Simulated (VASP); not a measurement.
Set up this calculation in VASP 6.6.1, as the native input.

```
Task                   : single point
Functional             : PBE
Potentials or basis    : VASP PAW PBE potentials, release 64 (Si)
Cutoff                 : 520 eV
k mesh                 : 8 × 8 × 6
Occupations            : gaussian, width 0.05 eV
Spin                   : no spin polarisation
Dipole correction      : no
Further INCAR settings : ALGO = Normal; EDIFF = 1e-07; NBANDS = 16
```

The structure of Si lies in POSCAR:

```
Si
1.0
    0.0000000000     -2.7347607592     -2.7347607592
    0.0000000000      2.7347607592     -2.7347607592
    5.4695215184      0.0000000000      0.0000000000
Si
4
Direct
    0.5000000000      0.5000000000      0.0000000000
    0.0000000000      0.0000000000      0.5000000000
    1.0000000000      0.5000000000      0.2500000000
    0.5000000000      0.0000000000      0.7500000000
```

The cell isn't the ideal one: the relaxed cell repeated 2 times.

One way to write it, as run:

INCAR

```
SYSTEM = Si
ALGO = Normal
EDIFF = 1E-7
ENCUT = 520
GGA = PE
ISIF = 2
ISMEAR = 0
LASPH = .TRUE.
LCHARG = .FALSE.
LREAL = .FALSE.
LWAVE = .FALSE.
NBANDS = 16
NELM = 100
PREC = Accurate
SIGMA = 0.05
```

KPOINTS

```
k-points
0
G
  8 8 6
  0 0 0
```

Potentials or basis: VASP PAW PBE potentials, release 64 (Si).

Launch:

```sh
$ cat potpaw_PBE.64/Si/POTCAR > POTCAR
$ mpirun -np 1 vasp_std > vasp.out
```

It gave:

| Property | Result |
| --- | --- |
| Pressure | 0.0 GPa |
| Band gap on the k mesh | 0.61 eV |

Run time: 49 s on 1 thread of Intel(R) Xeon(R) Platinum 8375C CPU @ 2.90GHz (Ice Lake) (shared host), peak memory 0.21 GiB.
